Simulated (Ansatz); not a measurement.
## What a trial cell of HfSiO₄ relaxes into

All numbers below come from DFT PBE, scalar-relativistic, plane waves, PAW (Ansatz). Cutoff 420 eV, Gaussian smearing, Γ-centred meshes. Cell and atoms relax first on a coarse mesh and then on a finer one. In between, the cell is made exact in the group found at 0.06 Å. In metals the finer mesh still leaves noise of several meV/atom or more. The steps can't lower the symmetry of their start. No spin polarisation.

Recipe of this trial structure of HfSiO₄: random cell by space group and Wyckoff sites (P4mm, No. 99). Lengths were set from tabulated atomic sizes, so they are only a guess.

Space group P4mm (No. 99). a = 4.053 Å, b = 4.053 Å, c = 4.271 Å, α = 90.00°, β = 90.00°, γ = 90.00°
```tsv
atom	site	symmetry	x	y	z
Hf	1b	4mm	0.5000	0.5000	0.5582
Si	1a	4mm	0.0000	0.0000	0.7634
O	4e	.m.	0.3162	0.0000	0.0204
```

Formation energies are uncorrected and refer to the elements' standard structures at the same level (O₂ as a molecule).

Problem. Where does the relaxation end?

Solution. The symmetry goes from P4mm (No. 99) to P4/mmm (No. 123). The volume per atom shrinks by 10.2 %, from 11.7 to 10.5 Å³. The shortest distance goes from 1.49 Å (O–O) to 1.96 Å (Si–O). The energy falls by about 1.8 eV/atom (the start's value is from the coarse mesh). The end is written in a standard setting, so origin, axes and order of atoms can differ from the start's. Conventional cell: a = 4.894 Å, c = 2.629 Å. Hf has 2 Hf at 2.63 Å and 8 O at 2.64 Å; around Si lie 8 O at 1.96 Å; O has 2 Si at 1.96 Å, 3 O at 1.97–2.07 Å, 2 O at 2.63 Å and 2 Hf at 2.64 Å.

```cif
data_structure
_symmetry_space_group_name_H-M 'P4/mmm'
_symmetry_Int_Tables_number 123
_cell_length_a 4.8943
_cell_length_b 4.8943
_cell_length_c 2.6292
_cell_angle_alpha 90.000
_cell_angle_beta 90.000
_cell_angle_gamma 90.000
_cell_volume 62.98
loop_
_atom_site_label
_atom_site_type_symbol
_atom_site_symmetry_multiplicity
_atom_site_Wyckoff_symbol
_atom_site_fract_x
_atom_site_fract_y
_atom_site_fract_z
_atom_site_occupancy
Hf1 Hf 1 c 0.50000 0.50000 0.00000 1
Si1 Si 1 b 0.00000 0.00000 0.50000 1
O1 O 4 l 0.29840 0.00000 0.00000 1
```

Problem. Give its energy and gap.

Solution.

| Item | Value |
| --- | --- |
| Energy over the elements | −0.53 eV/atom |
| Gap on the 8×8×14 mesh of the 6-atom cell | 0 eV (a metal) |

The last run used Gaussian smearing of 0.10 eV. These runs have no spin–orbit coupling, which can matter for Hf. A structure relaxed within its symmetry needn't be a true minimum. Another cell of HfSiO4 relaxed alike, in P4/mmm, lies 1.35 eV/atom lower, so this cell isn't the stable form at this level.
